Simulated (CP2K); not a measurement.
Runs of CP2K 2026.2 on I. Symmetry: Fmmm, No. 69, orthorhombic system. The conventional cell has a = 4.384 Å, b = 4.731 Å, c = 7.820 Å, α = 90.00°, β = 90.00°, γ = 90.00°. I (site symmetry mmm) has 4 I at 3.23 Å as nearest neighbours. 

```tsv
level	cutoff of the non-local correlation (Ry)	gap on the mesh (eV)	pressure (GPa)	relaxed volume (Å³/atom)
PBE	-	none	0.0	(a)
LDA	-	none	0.0	-
rev-vdW-DF2	300	none	0.0	39.98
PBEsol	-	none	0.0	38.73
```

Alike in all rows: task relaxation of cell and atoms; potentials or basis POTENTIAL_UZH I GTH-PBE-q7; TZVP-MOLOPT-PBE-GTH basis; no spin polarisation; cell relaxed; k mesh 7 × 7 × 7; smearing fermi-dirac 0.05 eV.

Problem. Fill in the values left out.

Solution. (a) 46.69.

Caveats: the basis of atomic orbitals isn't converged, which shifts pressures, moduli and gaps; an odd number of electrons without spin polarisation forces a metal; a magnetic or distorted state may lie lower; the potentials were made for another functional, which shifts forces and pressure (some runs); the volume moved by over 15 % at a fixed basis, so the end points are rough (some runs); more than 0.5 GPa of stress was left at the end, so the final cell isn't listed (some runs).

A k mesh can miss the band edges, and the runs leave out spin-orbit coupling on I.

A gap of «none» marks a metal or a gap under the smearing width.
